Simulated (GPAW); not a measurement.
## TaN in GPAW: convergence with smearing width (eV)

Crystal: TaN.

```xyz
4
Lattice="3.6630 0.0000 0.0000 0.0000 3.6630 0.0000 0.0000 0.0000 4.5605" Properties=species:S:1:pos:R:3 pbc="T T T"
Ta    0.0000    1.8315    0.0000
Ta    1.8315    0.0000    2.2802
N     0.0000    0.0000    1.1401
N     0.0000    0.0000    3.4204
```

The cell comes from a database or a generator and needn't be the stable form of this composition.

* Program: GPAW 26.7.0
* Task: convergence study
* Functional: PBEsol
* Potentials or basis: PAW data sets generated in the run's folder for this functional
* Cutoff: 800 eV
* Basis: pw
* k mesh: 5 × 5 × 4
* Occupations: fermi-dirac, width 0.5 eV
* Spin: no spin polarisation

These are the settings of the first run; the series varies smearing width (eV), with any setting tied to it.

Hardware: 1 thread of Arm Neoverse V2 (shared host).

| smearing width (eV) | energy less the tightest run, at zero smearing (meV/atom) | pressure (GPa) | SCF cycles | CPU time (s) | peak memory (GiB) |
| --- | --- | --- | --- | --- | --- |
| 0.5 | 21.87 | -21.75 | 12 | 50 | 0.22 |
| 0.3 | 7.51 | -24.20 | 12 | 50 | 0.22 |
| 0.2 | 2.00 | -24.92 | 12 | 50 | 0.22 |
| 0.15 | 0.49 | -25.16 | 12 | 50 | 0.22 |
| 0.1 | -0.23 | -25.32 | 12 | 50 | 0.22 |
| 0.05 | -0.18 | -25.43 | 12 | 52 | 0.22 |
| 0.025 | -0.01 | -25.47 | 12 | 52 | 0.22 |
| 0.01 | 0.00 | -25.49 | 12 | 52 | 0.22 |

Against the tightest run, the energy stays within 1 meV/atom from 0.15 on; the pressure stays within 0.1 GPa from 0.05 on. Narrower smearing needs a denser k mesh, so at a fixed mesh the narrowest width isn't the most accurate. The tightest run that finished is the yardstick and may itself not be fully converged.

Caveat, for the tightest run too: the k mesh is coarse; so large a pressure means that the cell lies far from this level's equilibrium, or that cutoff or potentials fall short. The run has no spin-orbit coupling, so splittings on Ta are missing.
